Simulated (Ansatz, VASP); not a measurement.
# Two plane-wave programs on Zn

The input INCAR:

```
SYSTEM = Zn
ALGO = Normal
EDIFF = 1E-6
ENCUT = 520
GGA = PS
ISIF = 2
ISMEAR = 0
LASPH = .TRUE.
LCHARG = .FALSE.
LREAL = .FALSE.
LWAVE = .FALSE.
NBANDS = 12
NELM = 80
PREC = Accurate
SIGMA = 0.1
```

Contents of KPOINTS:

```
k-points
0
G
  18 18 18
  0 0 0
```

The input POSCAR:

```
Zn
1.0
    0.0000000000      1.9788548307      1.9788548307
    1.9788548307      0.0000000000      1.9788548307
    1.9788548307      1.9788548307      0.0000000000
Zn
1
Direct
    0.0000000000      0.0000000000      0.0000000000
```

Input for Ansatz:

```yaml
crystal:
  lattice:
    - [0.0, 1.9788548307, 1.9788548307]
    - [1.9788548307, 0.0, 1.9788548307]
    - [1.9788548307, 1.9788548307, 0.0]
  atoms:
    - { symbol: Zn, position: [0.0, 0.0, 0.0] }
basis:
  ecutwfc: 420
kpoints:
  mp_grid: { grid: [18, 18, 18] }
hamiltonian:
  xc: pbesol
scf:
  occupations: { method: gaussian, width: 0.1 }
output:
  forces: true
  stress: true
  eigenvalues: true
```

Alike in both runs: task single point; functional PBEsol; k mesh 18 × 18 × 18; occupations gaussian, width 0.1 eV; no spin polarisation.

|  | VASP | Ansatz |
| --- | --- | --- |
| version | VASP 6.6.1 | Ansatz 0.2.0 |
| potentials or method | VASP PAW PBE potentials, release 64 (Zn) | scalar-relativistic, plane waves, PAW |
| plane-wave cutoff (eV) | 520 | 420 |
| valence electrons in the cell | 12 | 12 |

VASP gave:

- gap on the k mesh at the Fermi level (eV): none
- pressure (GPa): -5.9

**Question.** What did Ansatz give for the same quantities?

**Answer.** gap on the k mesh at the Fermi level (eV): none; pressure (GPa): -6.3.

A gap of «none» marks a metal or a gap that the smearing closes.

Caveats: the PAW data sets were made with another functional, which shifts forces and pressure a little (VASP).
